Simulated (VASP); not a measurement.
# Si (R-3m) in VASP: notebook

One crystal, Si, is run at these levels: PBE; tasks: single point.

All numbers are computed with VASP 6.6.1; they aren't measurements. Logs are shortened: lines on timing, memory, paths and dates and some standing lists are left out, and cuts for length are marked.

### 1 The cell of the first run

Symmetry: R-3m, No. 166, trigonal system. The conventional cell has a = 3.802 Å, b = 3.802 Å, c = 9.595 Å, α = 90.00°, β = 90.00°, γ = 120.00°. Si (site symmetry 3m) has 4 Si at 2.34 to 2.40 Å as nearest neighbours.

### 2 Single point, PBE (equal xy, yz and zx shear strains of +2 %)

The input, INCAR:

```
SYSTEM = Si
  ALGO = Normal
  EDIFF = 1E-7
  ENCUT = 520
  GGA = PE
  ISIF = 2
  ISMEAR = -1
  LASPH = .True.
  LCHARG = .True.
  LELF = .True.
  LREAL = .False.
  LVHAR = .True.
  LWAVE = .False.
  NBANDS = 11
  NELM = 80
  PREC = Accurate
  SIGMA = 0.08
```

The input, KPOINTS:

```
k-points
0
Gamma
  12 12 12
  0 0 0
```

The input, POSCAR:

```
Si
1.0
    0.0543094000      2.7426247000      2.7426247000
    2.7426247000      0.0543094000      2.7426247000
    2.7426247000      2.7426247000      0.0543094000
Si
2
Direct
    0.5000000000      0.5000000000      0.5000000000
    0.7500000000      0.7500000000      0.7500000000
```

Potentials or basis: VASP PAW PBE potentials, release 64 (Si).

Run with:

```
> cat potpaw_PBE.64/Si/POTCAR > POTCAR
> mpirun -np 1 vasp_std > vasp.out
```

OUTCAR:

```text
SYSTEM = Si
   EDIFF = 1E-7
   ENCUT = 520
   GGA = PE
   ISIF = 2
   ISMEAR = -1
   LASPH = .True.
   LREAL = .False.
   NELM = 80
   PREC = Accurate

 ion  position               nearest neighbor table
   1  0.500  0.500  0.500-   2 2.34   2 2.34   2 2.34   2 2.40
   2  0.750  0.750  0.750-   1 2.34   1 2.34   1 2.34   1 2.40

  LATTYP: Found a trigonal (rhomboedric) cell.
 ALAT       =     3.8790372518
 COS(alpha) =     0.5197000882

  Lattice vectors:

 A1 = (   0.0543094000,   2.7426247000,   2.7426247000)
 A2 = (   2.7426247000,   0.0543094000,   2.7426247000)
 A3 = (   2.7426247000,   2.7426247000,   0.0543094000)

Analysis of symmetry for initial positions (statically):
=====================================================================
 Subroutine PRICEL returns:
 Original cell was already a primitive cell.

 Routine SETGRP: Setting up the symmetry group for a
 trigonal (rhombohedral) supercell.

 Subroutine GETGRP returns: Found 12 space group operations
 (whereof  6 operations were pure point group operations)
 out of a pool of 12 trial point group operations.

The static configuration has the point symmetry C_3v.
 The point group associated with its full space group is D_3d.

Analysis of symmetry for dynamics (positions and initial velocities):
=====================================================================
 Subroutine PRICEL returns:
 Original cell was already a primitive cell.

 Routine SETGRP: Setting up the symmetry group for a
 trigonal (rhombohedral) supercell.

 Subroutine GETGRP returns: Found 12 space group operations
 (whereof  6 operations were pure point group operations)
 out of a pool of 12 trial point group operations.

The dynamic configuration has the point symmetry C_3v.
 The point group associated with its full space group is D_3d.

 Subroutine INISYM returns: Found 12 space group operations
 (whereof  6 operations are pure point group operations),
 and found     1 'primitive' translations

----------------------------------------------------------------------------------------

                                     Primitive cell

  volume of cell :      40.0346

  direct lattice vectors                    reciprocal lattice vectors
     0.054309400  2.742624700  2.742624700    -0.187813521  0.184166656  0.184166656
     2.742624700  0.054309400  2.742624700     0.184166656 -0.187813521  0.184166656
     2.742624700  2.742624700  0.054309400     0.184166656  0.184166656 -0.187813521

  length of vectors
     3.879037252  3.879037252  3.879037252     0.321105330  0.321105330  0.321105330

  position of ions in fractional coordinates (direct lattice)
     0.500000000  0.500000000  0.500000000
     0.750000000  0.750000000  0.750000000

  ion indices of the primitive-cell ions
   primitive index   ion index
                 1           1
                 2           2

----------------------------------------------------------------------------------------

 KPOINTS: k-points

Automatic generation of k-mesh.
 Grid dimensions read from file:
 generate k-points for:   12   12   12

 Generating k-lattice:

  Cartesian coordinates                     Fractional coordinates (reciprocal lattice)
    -0.015651127  0.015347221  0.015347221     0.083333333  0.000000000  0.000000000
     0.015347221 -0.015651127  0.015347221     0.000000000  0.083333333  0.000000000
     0.015347221  0.015347221 -0.015651127     0.000000000  0.000000000  0.083333333

  Length of vectors
     0.026758777  0.026758777  0.026758777

  Shift w.r.t. Gamma in fractional coordinates (k-lattice)
     0.000000000  0.000000000  0.000000000

 Subroutine IBZKPT returns following result:
 ===========================================

 Found    189 irreducible k-points:

 Following reciprocal coordinates:
            Coordinates               Weight
  0.000000  0.000000  0.000000      1.000000
  0.083333  0.000000  0.000000      6.000000
  0.166667  0.000000  0.000000      6.000000
  0.250000  0.000000  0.000000      6.000000
  0.333333  0.000000  0.000000      6.000000
  0.416667  0.000000  0.000000      6.000000
[... 16 lines left out ...]
  0.500000  0.166667 -0.000000     12.000000
 -0.416667  0.166667  0.000000     12.000000
 [... further k-points ...]
   k-points           NKPTS =    189   k-points in BZ     NKDIM =    189   number of bands    NBANDS=     11
   number of dos      NEDOS =    301   number of ions     NIONS =      2
   total plane-waves  NPLWV =  27000
   dimension x,y,z NGX =    30 NGY =   30 NGZ =   30
   dimension x,y,z NGXF=    60 NGYF=   60 NGZF=   60
   ions per type =               2
   NGX,Y,Z   is equivalent  to a cutoff of  12.86, 12.86, 12.86 a.u.
   NGXF,Y,Z  is equivalent  to a cutoff of  25.71, 25.71, 25.71 a.u.
 SYSTEM =  Si
   PREC   = accura    normal or accurate (medium, high low for compatibility)
   ISTART =      0    job   : 0-new  1-cont  2-samecut
   ICHARG =      2    charge: 1-file 2-atom 10-const
   ISPIN  =      1    spin polarized calculation?
   LNONCOLLINEAR =      F non collinear calculations
   LSORBIT =      F    spin-orbit coupling
   LASPH  =      T    aspherical Exc in radial PAW
   ENCUT  =  520.0 eV  38.22 Ry    6.18 a.u.   7.21  7.21  7.21*2*pi/ulx,y,z
   NELM   =     80;   NELMIN=  2; NELMDL= -5     # of ELM steps
   EDIFF  = 0.1E-06   stopping-criterion for ELM
   LREAL  =      F    real-space projection
   EDIFFG = 0.1E-05   stopping-criterion for IOM
   NSW    =      0    number of steps for IOM
   IBRION =     -1    ionic relax: 0-MD 1-quasi-New 2-CG
   NFREE  =      0    steps in history (QN), initial steepest desc. (CG)
   ISIF   =      2    stress and relaxation
   ISYM   =      2    0-nonsym 1-usesym 2-fastsym
   POTIM  = 0.5000    time-step for ionic-motion
   TEBEG  =    0.0;   TEEND  =   0.0 temperature during run
   PSTRESS=    0.0 pullay stress
   NELECT =       8.0000    total number of electrons
   NUPDOWN=      -1.0000    fix difference up-down
   EMIN   =  10.00;   EMAX   =-10.00  energy-range for DOS
   EFERMI =   0.00;   METHOD = LEGACY
   ISMEAR =    -1;   SIGMA  =   0.08  broadening in eV -4-tet -1-fermi 0-gaus
   EFERMI_NEDOS =   21; number of points for ismear=-14 and -15
   IALGO  =     38    algorithm
   IMIX   =      4    mixing-type and parameters
     AMIX     =   0.40;   BMIX     =  1.00
     AMIX_MAG =   1.60;   BMIX_MAG =  1.00
  volume/ion in A,a.u.               =      20.02       135.08
  Fermi-wavevector in a.u.,A,eV,Ry     =   0.957105  1.808666 12.463619  0.916050
  Thomas-Fermi vector in A             =   2.086093
   LORBIT       =      0    0 simple, 1 ext, 2 COOP (PROOUT), +10 PAW based schemes
   GGA     = PE    functional components
   LHFCALC =     F    Hartree Fock is set to
   AEXX    =    0.0000 exact exchange contribution
   IVDW    =     0    specifies the selected vdW correction
   LEPSILON=     F    determine dielectric tensor
   LRPA    =     F    only Hartree local field effects (RPA)
 non-spin polarized calculation
  energy-cutoff  :      520.00
  volume of cell :       40.03
 maximum number of plane-waves:      1091
 NGX is ok and might be reduce to    30
   NGX = 15   NGY = 15   NGZ = 15

 number of electron       8.0000000 magnetization

 Free energy of the ion-electron system (eV)
  ---------------------------------------------------
  ext. energy  EPLUGINS =         0.00000000
  ---------------------------------------------------
  free energy    TOTEN  =       -10.82943159 eV

  energy without entropy =      -10.82909780  energy(sigma->0) =      -10.82926469

 E-fermi :   6.0962     XC(G=0):  -9.4099

 val. band max:        5.8548628818   @ k =   0.0000   0.0000   0.0000
 cond. band min:       6.3846275887   @ k =   0.4167   0.4167  -0.0000
 fundamental gap:      0.5297647069
 Fermi energy:         6.0962307184

 k-point     1 :       0.0000    0.0000    0.0000
  band No.  band energies     occupation
      1      -6.1342      2.00000
      2       5.7702      1.96660
      3       5.8549      1.90668
      4       5.8549      1.90668
      5       7.9963      0.00000
      6       8.5447      0.00000
      7       8.5447      0.00000
      8       9.3058      0.00000
      9      13.5552      0.00000
     10      13.5552      0.00000
     11      13.8031      0.00000

 k-point     2 :       0.0833    0.0000    0.0000
  band No.  band energies     occupation
      1      -6.0415      2.00000
      2       5.0125      2.00000
      3       5.6278      1.99429
      4       5.7032      1.98541
      5       8.1450      0.00000
      6       8.6087      0.00000
      7       8.7661      0.00000
      8       9.9778      0.00000
      9      13.2432      0.00000
     10      13.2929      0.00000
     11      14.2121      0.00000

 k-point     3 :       0.1667    0.0000    0.0000
  band No.  band energies     occupation
      1      -5.7662      2.00000
      2       3.4993      2.00000
      3       5.3149      1.99989
      4       5.3786      1.99975
      5       8.0771      0.00000
      6       8.8542      0.00000
      7       9.2190      0.00000
      8      11.3627      0.00000
      9      12.8198      0.00000
     10      12.9458      0.00000
     11      14.9520      0.00000

 k-point     4 :       0.2500    0.0000    0.0000
  band No.  band energies     occupation
      1      -5.3188      2.00000
      2       1.9447      2.00000
      3       5.0101      2.00000
      4       5.0498      2.00000
      5       7.7711      0.00000
      6       9.1454      0.00000
      7       9.5110      0.00000
      8      12.6217      0.00000
      9      13.0390      0.00000
     10      13.1022      0.00000
     11      14.8079      0.00000

 k-point     5 :       0.3333    0.0000    0.0000
  band No.  band energies     occupation
      1      -4.7278      2.00000
      2       0.5206      2.00000
      3       4.7788      2.00000
      4       4.7926      2.00000
      5       7.5006      0.00000
      6       9.1514      0.00000
      7       9.4925      0.00000
      8      13.4340      0.00000
      9      13.8269      0.00000
     10      13.9577      0.00000
     11      15.0001      0.00000
[... 211 lines left out ...]
 k-point    21 :       0.3333    0.1667   -0.0000
  band No.  band energies     occupation
      1      -4.8262      2.00000
      2       1.4458      2.00000
      3       3.8056      2.00000
      4       4.0002      2.00000
      5       7.7650      0.00000
      6      10.0158      0.00000
      7      10.3731      0.00000
      8      10.8507      0.00000
      9      14.6186      0.00000
     10      15.1435      0.00000
     11      16.2678      0.00000

 k-point    22 :       0.4167    0.1667   -0.0000
  band No.  band energies     occupation
      1      -4.2047      2.00000
      2       0.1987      2.00000
      3       3.3545      2.00000
      4       3.9217      2.00000
      5       7.7744      0.00000
      6      10.0963      0.00000
      7      10.6613      0.00000
      8      11.0648      0.00000
      9      15.6492      0.00000
     10      15.8650      0.00000
     11      16.7083      0.00000

 k-point    23 :       0.5000    0.1667   -0.0000
  band No.  band energies     occupation
      1      -3.5939      2.00000
      2      -0.7692      2.00000
      3       3.0150      2.00000
      4       3.9854      2.00000
      5       7.7914      0.00000
      6       9.9174      0.00000
      7      10.3818      0.00000
      8      12.4853      0.00000
      9      15.1639      0.00000
     10      16.2472      0.00000
     11      17.2211      0.00000

 k-point    24 :      -0.4167    0.1667    0.0000
  band No.  band energies     occupation
      1      -3.4541      2.00000
      2      -0.9628      2.00000
      3       2.8154      2.00000
      4       4.1814      2.00000
      5       7.9287      0.00000
      6       9.8380      0.00000
      7      10.1551      0.00000
      8      14.0629      0.00000
      9      14.1111      0.00000
     10      14.6992      0.00000
     11      17.0230      0.00000

 [... further k-points ...]

------------------------ aborting loop because EDIFF is reached ----------------------------------------

  FORCE on cell =-STRESS in cart. coord.  units (eV):
  Direction    XX          YY          ZZ          XY          YZ          ZX
  --------------------------------------------------------------------------------------
  -------------------------------------------------------------------------------------
  Total        0.5156352      0.5156352      0.5156352     -0.5049516     -0.5049516     -0.5049516
  in kB       20.6356231     20.6356231     20.6356231    -20.2080641    -20.2080641    -20.2080641
  external PRESSURE =      20.6356231 kB  Pullay stress =       0.0000000 kB

 VOLUME and BASIS-vectors are now :
 -----------------------------------------------------------------------------
  energy-cutoff  :      520.00
  volume of cell :       40.03
      direct lattice vectors                 reciprocal lattice vectors
     0.054309400  2.742624700  2.742624700    -0.187813521  0.184166656  0.184166656
     2.742624700  0.054309400  2.742624700     0.184166656 -0.187813521  0.184166656
     2.742624700  2.742624700  0.054309400     0.184166656  0.184166656 -0.187813521

 POSITION                                       TOTAL-FORCE (eV/Angst)
 -----------------------------------------------------------------------------------
      2.76978      2.76978      2.76978         0.180297      0.180297      0.180297
      4.15467      4.15467      4.15467        -0.180297     -0.180297     -0.180297
 -----------------------------------------------------------------------------------
    total drift:                                0.000000     -0.000000     -0.000000

  FREE ENERGIE OF THE ION-ELECTRON SYSTEM (eV)
  ---------------------------------------------------
  free  energy   TOTEN  =       -10.8294315884 eV

  energy  without entropy=      -10.8290977951  energy(sigma->0) =      -10.82926469
```

Run time: 72 s. Hardware: 1 thread of Intel Xeon Platinum 8488C (Sapphire Rapids), shared host; peak memory 0.2 GiB.

Results:

- Free energy: -10.8294 eV
- Pressure: 2.1 GPa
- Largest force: 0.312 eV/Å
- Band gap on the k mesh: 0.53 eV, indirect (least direct gap 2.14 eV)

Forces in eV/Å, atoms in the order of the input:
```
Si   0.180  0.180  0.180
Si  -0.180 -0.180 -0.180
```

### 3 Single point, PBE (z stretched by -3 % at fixed volume)

The input, INCAR:

```
PREC = Accurate ; ENCUT = 520
EDIFF = 1E-7 ; ISMEAR = -1
SIGMA = 0.08 ; LREAL = F
LASPH = T ; NELM = 100
ALGO = Normal ; ISIF = 2
LWAVE = F ; LCHARG = T
GGA = PE ; LELF = T
LVHAR = T ; NBANDS = 11
```

The input, KPOINTS:

```
regular mesh
0
Gamma
  12 12 12
```

The input, POSCAR:

```
Si
1.0
    0.0000000000      2.7571420509      2.6340059000
    2.7571420509      0.0000000000      2.6340059000
    2.7571420509      2.7571420509      0.0000000000
Si
2
Direct
    0.5000000000      0.5000000000      0.5000000000
    0.7500000000      0.7500000000      0.7500000000
```

Potentials or basis: VASP PAW PBE potentials, release 64 (Si).

Run with:

```
> cat potpaw_PBE.64/Si/POTCAR > POTCAR
> mpirun -np 1 vasp_std > vasp.out
```

Wall time 50 s (1 thread of Intel Xeon Platinum 8488C (Sapphire Rapids), shared host); peak memory 0.19 GiB.

It converged, with:

| Item | Value |
| --- | --- |
| Free energy | -10.8291 eV |
| Pressure | 1.9 GPa |
| Band gap on the k mesh | 0.10 eV, indirect (least direct gap 2.26 eV) |

Stress tensor (GPa, compression positive):
```
0.51 0.00 0.00
0.00 0.51 0.00
0.00 0.00 4.52
```

Levels at points of the mesh, in eV from the valence-band top:
```
           k point  band 1  band 2  band 3  band 4  band 5  band 6  band 7  band 8
(0.00, 0.00, 0.00)  -12.16   -0.31   -0.31    0.00    2.26    2.43    2.43    3.14
(0.50, 0.00, 0.00)   -9.83   -7.17   -1.61   -1.19    1.26    2.96    3.39    7.55
(0.50, 0.50, 0.00)   -7.84   -7.84   -3.28   -3.28    0.27    0.27    9.85    9.85
(0.50, 0.00, 0.50)   -8.10   -8.10   -2.93   -2.93    0.63    0.63    9.64    9.64
```

A k mesh can miss the band edges.
